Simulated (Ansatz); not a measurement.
## Compressing Bi

Theory: Ansatz 0.2.0, DFT PBEsol, scalar-relativistic, plane waves, PAW. Run with 420 eV cutoff, 10×10×14 k-mesh, Gaussian smearing of 0.10 eV, no spin polarisation.

The relaxed crystal:

```yaml
crystal:
  lattice:
    - [3.51570, -3.14076, -0.14165]
    - [3.51570, 3.14076, -0.14165]
    - [-1.39644, 0.00000, 2.98862]
  atoms:
    - { symbol: Bi, position: [0.24983, 0.24983, 0.11969] }
    - { symbol: Bi, position: [0.75017, 0.75017, 0.88031] }
```

Cell and atoms are relaxed at each pressure within the symmetry of the start, at zero temperature, so transitions that lower the symmetry aren't seen. The k-mesh given is that at zero pressure and may differ at others. a, b and c are the lengths of the cell vectors above.

Spin–orbit coupling is left out, which can shift energies with elements as heavy as these.

```
P (GPa) V (Å³/atom) V/V0  a (Å) b (Å) c (Å)
     -2        33.68  1.040  4.780  4.780  3.342
      0        32.38  1.000  4.716  4.716  3.299
      2        31.33  0.968  4.665  4.665  3.263
      5        30.03  0.927  4.598  4.598  3.217
     10        28.33  0.875  4.521  4.521  3.174
```

(1) What bulk modulus and pressure derivative fit these points?

(2) Which cell vector or vectors give way most up to 10 GPa?

Results:

(1) A third-order Birch–Murnaghan fit gives B0 = 56 GPa and B0' = 4.3.

(2) a and b: the changes are a -4.1 %, b -4.1 %, c -3.8 %.

This form isn't the element's structure at ambient conditions.